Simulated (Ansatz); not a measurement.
## Y under strain

All numbers below come from DFT PBE, scalar-relativistic, plane waves, PAW (Ansatz). Run with 420 eV cutoff, 18×18×6 k-mesh, Gaussian smearing of 0.10 eV, no spin polarisation.

Reference structure (relaxed):

```
CELL_PARAMETERS angstrom
3.59823 0.00000 0.00000
-1.79912 3.11616 0.00000
0.00000 0.00000 11.58357
ATOMIC_POSITIONS crystal
Y 0.00000 0.00000 0.00000
Y 0.33333 0.66667 0.25000
Y 0.00000 0.00000 0.50000
Y 0.66667 0.33333 0.75000
```

Deformation: all cell vectors scaled alike, the atoms relaxed, all within the symmetry that the strain leaves. Energies are extrapolated to zero smearing.

```
strain (%)  ΔE (meV/atom) a (Å) b (Å) c (Å)
      -6.0          145.9  3.382  3.382  10.889
      -4.0           61.2  3.454  3.454  11.120
      -2.0           14.1  3.526  3.526  11.352
      +0.0            0.0  3.598  3.598  11.584
      +2.0           14.5  3.670  3.670  11.815
      +4.0           54.1  3.742  3.742  12.047
      +6.0          115.7  3.814  3.814  12.279
```

Question: What stiffness (1/V) d²E/dε² at zero strain does a cubic fit over all points give?

Answer: A cubic fit gives (1/V) d²E/dε² = 359 GPa at zero strain (nine times the bulk modulus at fixed shape).